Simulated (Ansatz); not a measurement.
# ZnH4O3: from a guess to a relaxed structure, part 2 of 3

Aim: relax a trial structure of ZnH4O3 and see where it ends.

Ansatz 0.2.0; DFT PBE, scalar-relativistic, plane waves, PAW. The steps go on from the part before.

**4. A loose first relaxation**

Input file input.yaml:

```yaml
crystal:
  lattice:
    - [4.42002723, 0.0, 0.0]
    - [0.0, 4.42002723, 0.0]
    - [0.0, 0.0, 4.42002723]
  atoms:
    - { symbol: Zn, position: [0.0, 0.0, 0.0] }
    - { symbol: H, position: [0.260721, 0.260721, 0.260721] }
    - { symbol: H, position: [0.260721, 0.739279, 0.739279] }
    - { symbol: H, position: [0.739279, 0.260721, 0.739279] }
    - { symbol: H, position: [0.739279, 0.739279, 0.260721] }
    - { symbol: O, position: [0.5, 0.5, 0.0], spin: 1.0 }
    - { symbol: O, position: [0.5, 0.0, 0.5], spin: 1.0 }
    - { symbol: O, position: [0.0, 0.5, 0.5], spin: 1.0 }
basis:
  ecutwfc: 420
kpoints:
  mp_grid: { grid: [4, 4, 4] }
hamiltonian:
  xc: pbe
scf:
  occupations: { method: gaussian, width: 0.1 }
  lower_state_search: "off"
output:
  forces: true
  stress: true
  eigenvalues: true
  populations: true
magnetization:
  spin_polarized: true
relax:
  adjacent_minimum: "off"
  f_tol: 0.04
  max_steps: 70
  cell: { stress_tol: 0.4 }
```

Run with:

```sh
> ansatz run input.yaml --threads 1 --pin off --max-ram 2048MiB --backend cpu --events-out ev --progress --plain --runs-dir out
```

What it wrote:

```text
Warning: RAYON_NUM_THREADS=1 ignored (pool sized by the plan → 1); use --threads N
Engine: ansatz 0.2.0, aarch64-unknown-linux-gnu
Pseudopotentials: kind: paw
Pseudopotential: Zn, paw, valence charge 12, recommended cutoff 420 eV (normal), Zn.paw.azcp
Pseudopotential: H, paw, valence charge 1, recommended cutoff 420 eV (normal), H.paw.azcp
Pseudopotential: O, paw, valence charge 6, recommended cutoff 420 eV (normal), O.paw.azcp
Functional definition: PBE
  parameter kappa = 0.804
  parameter beta = 0.06672455060314922
  exchange = pbe_x(kappa = kappa, mu = beta*pi^2/3)
  correlation = pbe_c(beta = beta)
Crystal: 8 atoms, lattice volume = 86.352 Å³
Basis set: ecut = 420 eV, 1743 PW (Γ), exchange–correlation on 60×60×60 points (8 copies of the dense FFT grid, shifted against one another)
Bands: 27, of which v1, the nominal top of the filled ones, is band 17 counted from 1 (16 counted from 0)
Symmetry: 24 space group operations
Space group: P-43m (ITA 215), of the structure as read, at distance tolerance 4.4e-5 Å
Magnetic group: BNS 215.70 (UNI 1572), of the structure as read, at distance tolerance 4.4e-5 Å
k-points: 10 of 64 (time reversal used)
Non-local potential: Zn, projectors of the file, l = 0: 2, l = 1: 2, l = 2: 3, l = 3: 1
Non-local potential: H, projectors of the file, l = 0: 2, l = 1: 1
Non-local potential: O, projectors of the file, l = 0: 2, l = 1: 2, l = 2: 1
PAW form: soft (Blöchl's): semilocal exchange-correlation on the pseudo side does not see the compensation charge
PAW one-centre angular grid: Zn, 590 points (default); XC on 64 Gauss nodes
PAW one-centre angular grid: H, 110 points (default); XC on 64 Gauss nodes
PAW one-centre angular grid: O, 110 points (default); XC on 64 Gauss nodes
Starting moments: Σ|m| = 3 μB on 3 of 8 sites
Initial wavefunctions: pseudopotential atomic-orbital guess
Functional: x = pbe(κ = 0.804, μ = 0.2195149727645171), c = pbe(β = 0.06672455060314922)
SCF iter   1: F=—  HF=-5072.997451 eV  |F-HF|=—  |Δ(HF+E_count)|=         —  Δρ=6.06e-2 (↑6.06e-2 ↓5.36e-2)  dr2=1.06e1  dr2_m=1.77e-1  M=2.012 μB ∫|m|=2.569 μB  β_m=0.30  ethr=3.10e-3  ⟨swp⟩=6.0  Hψ=2623  notcnv=0  defer=10
preconditioner: auto → Resta (q_TF=auto, 2.336 Å⁻¹)  ε∞=4.0  [insulator: Δε(μ)=0.147 eV  Ē_g=13.548 eV  σ=0.100 eV  W_gap=0.58  n_scr=18 (ndim 8)  ℏωp=23.3 eV  f_vac=0.001  D(μ)=4.36/eV (n_scr^D=32)  ε∞_Penn≈4.0]
spin=Collinear: Resta preconditioning applied to the charge; magnetization (m = ρ↑ − ρ↓) channel mixes plain (no charge-response kernel on spin).
SCF iter   2: F=—  HF=-5070.536436 eV  |F-HF|=—  |Δ(HF+E_count)|=    2.46e0  Δρ=2.54e-2 (↑2.44e-2 ↓2.54e-2)  dr2=1.54e0  dr2_m=1.01e-1  M=1.995 μB ∫|m|=2.484 μB  β_m=0.30  ethr=3.10e-3  ⟨swp⟩=2.6  Hψ=1161  notcnv=0  defer=60
preconditioner: auto → Kerker (q_TF=auto, 2.336 Å⁻¹)  [metal: Δε(μ)=0.027 eV  Ē_g=12.875 eV  σ=0.100 eV  W_gap=0.15  n_scr=18 (ndim 8)  ℏωp=23.3 eV  f_vac=0.001  D(μ)=5.76/eV (n_scr^D=56)]
spin=Collinear: Kerker preconditioning applied to the charge; magnetization (m = ρ↑ − ρ↓) channel mixes plain (no charge-response kernel on spin).
SCF iter   3: F=—  HF=-5070.146330 eV  |F-HF|=—  |Δ(HF+E_count)|=   3.90e-1  Δρ=1.95e-2 (↑1.42e-2 ↓1.95e-2)  dr2=3.63e-1  dr2_m=1.35e-1  M=1.689 μB ∫|m|=2.184 μB  β_m=0.30  ethr=3.10e-3  ⟨swp⟩=2.0  Hψ=819  notcnv=0  defer=69
SCF iter   4: F=—  HF=-5070.017223 eV  |F-HF|=—  |Δ(HF+E_count)|=   1.29e-1  Δρ=1.47e-2 (↑1.47e-2 ↓9.88e-3)  dr2=5.16e-2  dr2_m=1.10e-1  M=1.556 μB ∫|m|=2.057 μB  β_m=0.30  ethr=1.07e-3  ⟨swp⟩=2.0  Hψ=925  notcnv=0  defer=69
SCF iter   5: F=—  HF=-5070.059429 eV  |F-HF|=—  |Δ(HF+E_count)|=   4.22e-2  Δρ=1.23e-2 (↑1.03e-2 ↓1.23e-2)  dr2=3.51e-2  dr2_m=9.36e-2  M=1.443 μB ∫|m|=1.924 μB  β_m=0.30  ethr=1.52e-4  ⟨swp⟩=2.0  Hψ=1016  notcnv=0  defer=69
SCF iter   6: F=—  HF=-5070.093067 eV  |F-HF|=—  |Δ(HF+E_count)|=   3.36e-2  Δρ=8.20e-3 (↑8.20e-3 ↓7.87e-3)  dr2=3.83e-3  dr2_m=4.97e-2  M=1.451 μB ∫|m|=1.917 μB  β_m=0.30  ethr=1.03e-4  ⟨swp⟩=2.0  Hψ=913  notcnv=0  defer=69
SCF iter   7: F=—  HF=-5070.102101 eV  |F-HF|=—  |Δ(HF+E_count)|=   9.03e-3  Δρ=6.59e-3 (↑6.15e-3 ↓6.59e-3)  dr2=1.31e-3  dr2_m=3.17e-2  M=1.440 μB ∫|m|=1.886 μB  β_m=0.30  ethr=1.13e-5  ⟨swp⟩=2.2  Hψ=766  notcnv=0  defer=69
SCF iter   8: F=—  HF=-5070.109382 eV  |F-HF|=—  |Δ(HF+E_count)|=   7.28e-3  Δρ=5.18e-3 (↑5.18e-3 ↓4.81e-3)  dr2=3.38e-3  dr2_m=1.88e-2  M=1.439 μB ∫|m|=1.871 μB  β_m=0.30  ethr=3.85e-6  ⟨swp⟩=2.0  Hψ=846  notcnv=0  defer=69
Mixer restart at iter 8: flushing history
spin-set hold released at iteration 8 (site moments contracting): the magnetisation degrees of freedom join the quasi-Newton model from the next iteration; the mixer history was flushed
SCF iter   9: F=—  HF=-5070.113732 eV  |F-HF|=—  |Δ(HF+E_count)|=   4.35e-3  Δρ=4.08e-3 (↑3.77e-3 ↓4.08e-3)  dr2=1.02e-3  dr2_m=1.18e-2  M=1.437 μB ∫|m|=1.854 μB  β_m=0.65  ethr=3.85e-6  ⟨swp⟩=2.1  Hψ=694  notcnv=0  defer=69
SCF iter  10: F=—  HF=-5070.122162 eV  |F-HF|=—  |Δ(HF+E_count)|=   8.43e-3  Δρ=1.83e-3 (↑1.83e-3 ↓8.07e-4)  dr2=3.90e-3  dr2_m=5.54e-4  M=1.431 μB ∫|m|=1.799 μB  β_m=0.56  ethr=2.99e-6  ⟨swp⟩=2.0  Hψ=815  notcnv=0  defer=69
SCF iter  11: F=—  HF=-5070.121668 eV  |F-HF|=—  |Δ(HF+E_count)|=   4.93e-4  Δρ=4.31e-4 (↑4.31e-4 ↓3.36e-4)  dr2=5.89e-5  dr2_m=1.03e-4  M=1.422 μB ∫|m|=1.776 μB  β_m=0.78  ethr=2.99e-6  ⟨swp⟩=2.0  Hψ=865  notcnv=0  defer=69
SCF iter  12: F=—  HF=-5070.121891 eV  |F-HF|=—  |Δ(HF+E_count)|=   2.23e-4  Δρ=1.56e-4 (↑9.98e-5 ↓1.56e-4)  dr2=2.80e-5  dr2_m=9.17e-6  M=1.420 μB ∫|m|=1.759 μB  β_m=0.86  ethr=1.73e-7  ⟨swp⟩=2.0  Hψ=792  notcnv=0  defer=69
SCF iter  13: F=—  HF=-5070.121990 eV  |F-HF|=—  |Δ(HF+E_count)|=   9.85e-5  Δρ=1.02e-4 (↑1.02e-4 ↓9.82e-5)  dr2=2.04e-5  dr2_m=8.79e-7  M=1.420 μB ∫|m|=1.754 μB  β_m=0.68  ethr=8.24e-8  ⟨swp⟩=2.0  Hψ=749  notcnv=0  defer=69
SCF iter  14: F=—  HF=-5070.121980 eV  |F-HF|=—  |Δ(HF+E_count)|=   9.86e-6  Δρ=2.54e-5 (↑2.39e-5 ↓2.54e-5)  dr2=5.80e-7  dr2_m=3.28e-7  M=1.420 μB ∫|m|=1.753 μB  β_m=0.84  ethr=6.00e-8  ⟨swp⟩=2.1  Hψ=670  notcnv=0  defer=69
SCF iter  15: F=—  HF=-5070.121981 eV  |F-HF|=—  |Δ(HF+E_count)|=   1.72e-6  Δρ=1.31e-5 (↑8.63e-6 ↓1.31e-5)  dr2=1.15e-7  dr2_m=5.49e-8  M=1.420 μB ∫|m|=1.752 μB  β_m=0.92  ethr=1.71e-9  ⟨swp⟩=2.1  Hψ=757  notcnv=0  defer=69
iter 16 did not close the SCF: its close was put off for a magnetic moment that had not settled (scf_convergence_deferred on its scf_iter line)
SCF iter  16: F=-5070.121982 eV  HF=-5070.121982 eV  |F-HF|=1.10e-8  |Δ(HF+E_count)|=   2.07e-7  Δρ=3.09e-6 (↑1.74e-6 ↓3.09e-6)  dr2=3.35e-9  dr2_m=3.75e-9  M=1.420 μB ∫|m|=1.752 μB  β_m=0.96  ethr=2.94e-10  ⟨swp⟩=9.8  Hψ=2417  notcnv=0
SCF iter  17: F=-5070.121982 eV  HF=-5070.121982 eV  |F-HF|=3.57e-10  |Δ(HF+E_count)|=   1.34e-8  Δρ=6.93e-7 (↑4.64e-7 ↓6.93e-7)  dr2=5.45e-10  dr2_m=1.40e-10  M=1.420 μB ∫|m|=1.752 μB  ethr=9.84e-12  ⟨swp⟩=1.1  Hψ=1496  notcnv=0
SCF 1 converged in 17 iterations: F = -5070.121982 eV  dr2 = 5.45e-10
relax step   1: F+E_penalty+E_count = -5070.12198167 eV  Δ(F+E_penalty+E_count) = +0.000e0 eV  max|allowed force component| = 7.447e-1 eV/Å  Δτ_max = 0.0000 Å  P = -21.789 GPa  Ω = 86.352 Å³  (17 SCF iters, dr2 threshold 1.00e-7 eV, accepted)
[... from here on, the SCF cycles and remarks between the steps are left out ...]
relax step   2: F+E_penalty+E_count = -5072.60498450 eV  Δ(F+E_penalty+E_count) = -2.483e0 eV  max|allowed force component| = 9.823e-1 eV/Å  Δτ_max = 0.1073 Å  P = -24.616 GPa  Ω = 74.321 Å³  energy of the carried Pulay correction = +4.099e-2 eV  (11 SCF iters, dr2 threshold 8.00e-7 eV, accepted)
relax step   3: F+E_penalty+E_count = -5075.06354966 eV  Δ(F+E_penalty+E_count) = -2.459e0 eV  max|allowed force component| = 9.144e-1 eV/Å  Δτ_max = 0.1244 Å  P = -24.007 GPa  Ω = 63.515 Å³  energy of the carried Pulay correction = +8.344e-2 eV  (12 SCF iters, dr2 threshold 8.00e-7 eV, accepted)
relax step   4: F+E_penalty+E_count = -5076.99371918 eV  Δ(F+E_penalty+E_count) = -1.930e0 eV  max|allowed force component| = 5.277e-1 eV/Å  Δτ_max = 0.1290 Å  P = -16.899 GPa  Ω = 53.772 Å³  energy of the carried Pulay correction = +1.273e-1 eV  (10 SCF iters, dr2 threshold 8.00e-7 eV, accepted)
relax step   5: F+E_penalty+E_count = -5077.65763189 eV  Δ(F+E_penalty+E_count) = -6.639e-1 eV  max|allowed force component| = 7.298e-2 eV/Å  Δτ_max = 0.0956 Å  P = +3.940 GPa  Ω = 45.064 Å³  energy of the carried Pulay correction = +1.719e-1 eV  (9 SCF iters, dr2 threshold 8.00e-7 eV, accepted)
relax step   6: F+E_penalty+E_count = -5077.65578899 eV  Δ(F+E_penalty+E_count) = +1.843e-3 eV  max|allowed force component| = 9.865e-2 eV/Å  Δτ_max = 0.0269 Å  P = -1.975 GPa  Ω = 46.730 Å³  energy of the carried Pulay correction = +1.630e-1 eV  (9 SCF iters, dr2 threshold 8.00e-7 eV, accepted)
relax step   7: F+E_penalty+E_count = -5077.66695360 eV  Δ(F+E_penalty+E_count) = -1.116e-2 eV  max|allowed force component| = 2.293e-3 eV/Å  Δτ_max = 0.0156 Å  P = -0.044 GPa  Ω = 46.157 Å³  energy of the carried Pulay correction = +1.660e-1 eV  (9 SCF iters, dr2 threshold 8.00e-7 eV, accepted)
relax step   8: F+E_penalty+E_count = -5077.63514266 eV  Δ(F+E_penalty+E_count) = +3.181e-2 eV  max|allowed force component| = 1.245e-3 eV/Å  Δτ_max = 0.0000 Å  P = -0.861 GPa  Ω = 46.157 Å³  stress off target by 8.61e-1 GPa  SCF on the basis re-selected at this cell (its energy is not comparable with the rows above)  (6 SCF iters)
relax step   9: F+E_penalty+E_count = -5077.63740338 eV  Δ(F+E_penalty+E_count) = -2.261e-3 eV  max|allowed force component| = 1.313e-3 eV/Å  Δτ_max = 0.0003 Å  P = +0.018 GPa  Ω = 45.914 Å³  energy of the carried Pulay correction = +1.619e-3 eV  (8 SCF iters, dr2 threshold 8.00e-7 eV, accepted)
relax step  10: F+E_penalty+E_count = -5077.63532016 eV  Δ(F+E_penalty+E_count) = +2.083e-3 eV  max|allowed force component| = 1.303e-3 eV/Å  Δτ_max = 0.0000 Å  P = -0.038 GPa  Ω = 45.914 Å³  stress off target by 3.81e-2 GPa  SCF on the basis re-selected at this cell (its energy is not comparable with the rows above)  (4 SCF iters)
basis re-selected at this cell: Δ(F+E_penalty+E_count) = +2.083e-3 eV, ΔP = -0.057 GPa vs the last step (what re-selecting the basis moved, of the pressure what is left beyond the Pulay correction that the steps carried, after the strain that the cell walked since its last selection, with what the two solves' SCF thresholds leave and, on support functions, any second-order correction that the steps lacked; it is no measure of the basis error at this ecutwfc). This SCF's stress stands 3.81e-2 GPa from its target on what of the cell is left free (relax.cell.stress_tol is 4.00e-1 GPa) and its largest allowed force component is 1.30e-3 eV/Å (relax.f_tol is 4.00e-2 eV/Å): within both
SCF converged after 4 iterations
Magnetization: 0.0000 μB (17.0000 up, 17.0000 down)
Absolute magnetization: 0.0000 μB (∫|ρ↑−ρ↓|, with the PAW one-centre terms)
Spin contamination: 0.0000 ħ² per cell (⟨S²⟩ above its minimum at these occupations)
Per-site moments (μB) at R_I (Å): [(-5.997466671776029e-8, 0.8231989469106483), (-1.1291416967281216e-7, 0.6037414766369952), (-1.1291416966241885e-7, 0.6037414766369948), (-1.129141696499464e-7, 0.603741476636995), (-1.1291416968889211e-7, 0.603741476636995), (1.5281136879819986e-6, 0.603741476636995), (1.5281136882051953e-6, 0.603741476636995), (1.5281136880291453e-6, 0.6037414766369948)]
Free energy (F): -5077.635320 eV
Harris-Foulkes:  -5077.635320 eV  (|F-HF|=5.64e-10)
Internal energy: -5077.628851 eV  (E = F + TS)
E sigma→0 (E₀):  -5077.632085 eV
Entropy (-TS):   -0.006470 eV (-0.809 meV/atom)
Fermi energy:    7.448962 eV
--- Per-component energies (eV) ---
  E_band       = 13.859887
  E_kinetic    = 703.888167
  E_local      = -2423.581338  (includes V_loc(G=0)·N_el)
  E_nonlocal   = 770.937462
  E_hartree    = 928.772575
  E_xc         = -390.894929
  E_vxc        = -376.870794  (∫ρ·V_xc dr)
  E_paw        = -2310.227098  (= ΣΔE_a)
  E_vpaw       = -518.064235  (= ΣTr[D̂ρ^β])
  E_aug_tail   = 0.003905  (compensation charges beyond the density's cutoff)
  E_ewald      = -2356.527594
  E_smearing   = -0.006470  (= −TS)
  E_closure    = -0.000000  (closes the sum)
  Σ components = -5077.635320   (vs F -5077.635320, Δ=0.00e0)
--- Forces (eV/Å), atoms counted from 1 ---
  atom   1  Zn     0.00000000     0.00000000    -0.00000000
  atom   2  H      0.00130254     0.00130254     0.00130254
  atom   3  H      0.00130254    -0.00130254    -0.00130254
  atom   4  H     -0.00130254     0.00130254    -0.00130254
  atom   5  H     -0.00130254    -0.00130254     0.00130254
  atom   6  O      0.00000000     0.00000000    -0.00000000
  atom   7  O     -0.00000000    -0.00000000    -0.00000000
  atom   8  O     -0.00000000    -0.00000000     0.00000000
  max |Σ_I F_I| component: 3.14e-17 eV/Å
--- Stress (GPa, compression-positive) ---
       -0.038113      -0.000000       0.000000
       -0.000000      -0.038113       0.000000
        0.000000       0.000000      -0.038113
  P = ⅓ Tr σ = -0.0381 GPa (-0.381 kbar)
--- Band table (eV; the first three rows and the last of 20) ---
  k-point 0 ↑: bands = ["-12.9981", "-8.9082", "-8.9082", "-0.1216", "-0.1216", "-0.1216", "0.8611", "0.8611", "0.9750", "0.9750", "0.9750", "5.8311", "5.8311", "5.8311", "6.7090", "6.7090", "6.7090", "6.7554", "10.5388", "15.8110", "15.8110", "15.8110", "19.0259", "19.0259", "19.2641", "19.2641", "19.2641"]
[... 3 lines left out ...]
--- Relaxed structure (8 steps of the walk, 8 accepted, 2 SCFs on fresh bases) ---
  F+E_penalty+E_count = -5077.63532016 eV   max|allowed force component| = 1.303e-3 eV/Å   (the final SCF, on the basis selected at the relaxed cell)
  cell:  # Å, volume = 45.9136 Å³
    - [3.580802006125473, -8.185202263645752e-34, 2.0663704587043695e-33]
    - [-3.0493890786131233e-34, 3.580802006125473, 1.0512448838502642e-33]
    - [1.5367397239978797e-33, 1.0512448838502642e-33, 3.580802006125473]
  atoms:
    - { symbol: Zn, position: [-1.9623447839899484e-19, 2.9435171759849205e-19, 2.9435171759849205e-19] }
    - { symbol: H, position: [0.3217658267159856, 0.3217658267159855, 0.3217658267159856] }
    - { symbol: H, position: [0.3217658267159855, 0.6782341732840144, 0.6782341732840144] }
    - { symbol: H, position: [0.6782341732840144, 0.3217658267159855, 0.6782341732840144] }
    - { symbol: H, position: [0.6782341732840144, 0.6782341732840144, 0.3217658267159855] }
    - { symbol: O, position: [0.5, 0.5, 2.9435171759849224e-19] }
    - { symbol: O, position: [0.5, 2.9435171759849224e-19, 0.5] }
    - { symbol: O, position: [-1.9623447839899493e-19, 0.5, 0.5] }
--- Löwdin populations: 8 sites ---
  site symbol       q [e]    m [muB]
     0     Zn     10.4910    -0.0000
     1      H      0.7259    -0.0000
     2      H      0.7259    -0.0000
     3      H      0.7259    -0.0000
     4      H      0.7259    -0.0000
     5      O      6.7846     0.0000
     6      O      6.7846     0.0000
     7      O      6.7846     0.0000
  spilling = 0.007396 (of n_electrons = 34.000000)
```

Wall time 93 s (1 thread of Arm Neoverse N1, shared host); peak memory 0.36 GiB.

The steps of the relaxation:

```
step  E - E(step 1) (eV/cell)  largest force component (eV/Å)  pressure (GPa)  volume (Å³)
   1                   0.0000                          0.7447          -21.79        86.35
   2                  -2.4830                          0.9823          -24.62        74.32
   3                  -4.9416                          0.9144          -24.01        63.52
   4                  -6.8717                          0.5277          -16.90        53.77
   5                  -7.5357                          0.0730            3.94        45.06
   6                  -7.5338                          0.0986           -1.97        46.73
   7                  -7.5450                          0.0023           -0.04        46.16
   8                  -7.5132                          0.0012           -0.86        46.16
   9                  -7.5154                          0.0013            0.02        45.91
  10                  -7.5133                          0.0013           -0.04        45.91
```

Step 1 is the start. Steps 8, 10 each repeat the geometry before them on a plane-wave basis chosen anew, so the energy can jump there without any move. The walk judges its steps with a correction for the finite basis (Pulay term) that this column leaves out, so accepted steps can climb here and lower ones be refused.

|  | before | after | change |
| --- | --- | --- | --- |
| a (Å) | 4.420 | 3.581 | -19.0 % |
| b (Å) | 4.420 | 3.581 | -19.0 % |
| c (Å) | 4.420 | 3.581 | -19.0 % |
| volume (Å³/atom) | 10.79 | 5.74 | -46.8 % |
| shortest distance (Å) | 1.888 | 1.464 | -22.5 % |
| space group (0.01 Å) | P-43m | P-43m | same |

Forces and stress were held to the start's 24 operations: a distortion of lower symmetry was not tested.

By site:

```
atom  Löwdin electrons
 Zn1             10.49
  H2              0.73
  H3              0.73
  H4              0.73
  H5              0.73
  O6              6.78
  O7              6.78
  O8              6.78
```

The Löwdin counts miss 0.25 of the 34 electrons, which the atomic orbitals do not span, so they are no charges.

**5. Another rough relaxation**

The end of the coarse run is made exact in the group found at a tolerance of 0.06 Å and reduced to its primitive cell. The moments had died out, so spin is switched off.

Input file input.yaml:

```yaml
crystal:
  lattice:
    - [3.5808020061, 0.0, 0.0]
    - [0.0, 3.5808020061, 0.0]
    - [0.0, 0.0, 3.5808020061]
  atoms:
    - { symbol: Zn, position: [0.0, 0.0, 0.0] }
    - { symbol: H, position: [0.3217658267, 0.3217658267, 0.3217658267] }
    - { symbol: H, position: [0.3217658267, 0.6782341733, 0.6782341733] }
    - { symbol: H, position: [0.6782341733, 0.3217658267, 0.6782341733] }
    - { symbol: H, position: [0.6782341733, 0.6782341733, 0.3217658267] }
    - { symbol: O, position: [0.5, 0.5, 0.0] }
    - { symbol: O, position: [0.5, 0.0, 0.5] }
    - { symbol: O, position: [0.0, 0.5, 0.5] }
basis:
  ecutwfc: 420
kpoints:
  mp_grid: { grid: [6, 6, 6] }
hamiltonian:
  xc: pbe
scf:
  occupations: { method: gaussian, width: 0.1 }
  lower_state_search: "off"
output:
  forces: true
  stress: true
  eigenvalues: true
relax:
  adjacent_minimum: "off"
  f_tol: 0.04
  max_steps: 70
  cell: { stress_tol: 0.4 }
```

Run with:

```sh
> ansatz run input.yaml --threads 1 --pin off --max-ram 2048MiB --backend cpu --events-out ev --progress --plain --runs-dir out
```

What it wrote, cut to the lines that bear on the results:

```text
[...]
relax step   2: F+E_penalty+E_count = -5077.62075329 eV  Δ(F+E_penalty+E_count) = -5.222e-9 eV  max|allowed force component| = 1.824e-2 eV/Å  Δτ_max = 0.0000 Å  P = -0.173 GPa  Ω = 45.914 Å³  stress off target by 1.73e-1 GPa  SCF on the basis re-selected at this cell (its energy is not [...]
SCF converged after 6 iterations
Free energy (F): -5077.620753 eV
[...]
E sigma→0 (E₀):  -5077.619654 eV
[...]
  atoms:
    - { symbol: Zn, position: [0.0, 0.0, 0.0] }
    - { symbol: H, position: [0.3217658266999999, 0.3217658266999999, 0.3217658266999999] }
    - { symbol: H, position: [0.3217658266999999, 0.6782341733, 0.6782341733] }
    - { symbol: H, position: [0.6782341733, 0.3217658266999999, 0.6782341733] }
    - { symbol: H, position: [0.6782341733, 0.6782341733, 0.3217658266999999] }
    - { symbol: O, position: [0.5, 0.5, 0.0] }
    - { symbol: O, position: [0.5, 0.0, 0.5] }
    - { symbol: O, position: [0.0, 0.5, 0.5] }
```

Wall time 8.2 s (1 thread of Arm Neoverse N1, shared host); peak memory 0.31 GiB.

(Part 2 of 3 ends here.)
